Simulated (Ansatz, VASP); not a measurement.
One calculation of GaAs, two programs

```xyz
2
Lattice="0.0000 2.8268 2.8268 2.8268 0.0000 2.8268 2.8268 2.8268 0.0000" Properties=species:S:1:pos:R:3 pbc="T T T"
As    4.2403    4.2403    4.2403
Ga    0.0000    0.0000    0.0000
```

Alike in both runs: functional PBEsol; k mesh 8 × 8 × 8; occupations fermi-dirac, width 0.05 eV; no spin polarisation.

|  | VASP | Ansatz |
| --- | --- | --- |
| version | VASP 6.6.1 | Ansatz 0.2.0 |
| potentials or method | VASP PAW PBE potentials, release 64 (As, Ga_d) | Ansatz PAW |
| plane-wave cutoff (eV) | 520 | 420 |
| valence electrons in the cell | 18 | 28 |
| task | single point | band structure |

|  | VASP | Ansatz | Ansatz less VASP |
| --- | --- | --- | --- |
| gap on the k mesh at the Fermi level (eV) | 0.46 | 0.44 | -0.014 |
| least direct gap on the mesh (eV) | 0.46 | 0.44 | -0.014 |
| pressure (GPa) | 0.3 | 0.2 | -0.16 |

The two sets of potentials don't hold the same shells in valence.

Caveats: the PAW data sets were made with another functional, which shifts forces and pressure a little (VASP); the PAW data sets come from PBE, with cores solved anew for the run's functional, which leaves a small shift of forces and pressure (Ansatz). Expect the measured gap to be larger: semilocal functionals such as PBEsol lack the derivative discontinuity. A k mesh can miss the band edges.
